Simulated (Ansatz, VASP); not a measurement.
**Two plane-wave programs on Ag**

```
Ag
1.0
     0.00000    1.98181    2.07375
     1.98181    0.00000    2.07375
     1.98181    1.98181    0.00000
Ag
1
Direct
  0.00000 0.00000 0.00000
```

Change from the starting cell: strain -0.030 along x and y, +0.015 along z, atoms carried along.

Alike in both runs: task single point; functional PBEsol; k mesh 20 × 20 × 20; occupations gaussian, width 0.15 eV; no spin polarisation.

```csv
,VASP,Ansatz
version,VASP 6.6.1,Ansatz 0.2.0
potentials or method,"VASP PAW PBE potentials, release 64 (Ag)","scalar-relativistic, plane waves, PAW"
plane-wave cutoff (eV),520,420
valence electrons in the cell,11,19
```

Ansatz gave:

* gap on the k mesh at the Fermi level (eV): none
* pressure (GPa): 2.9
* largest component of the traceless stress (GPa): 1.59

Question: Which values does VASP return?

Answer: gap on the k mesh at the Fermi level (eV): none; pressure (GPa): 2.7; largest component of the traceless stress (GPa): 1.58.

A gap of «none» marks a metal or a gap that the smearing closes. The two sets of potentials don't hold the same shells in valence.

Caveats: the PAW data sets were made with another functional, which shifts forces and pressure a little (VASP).
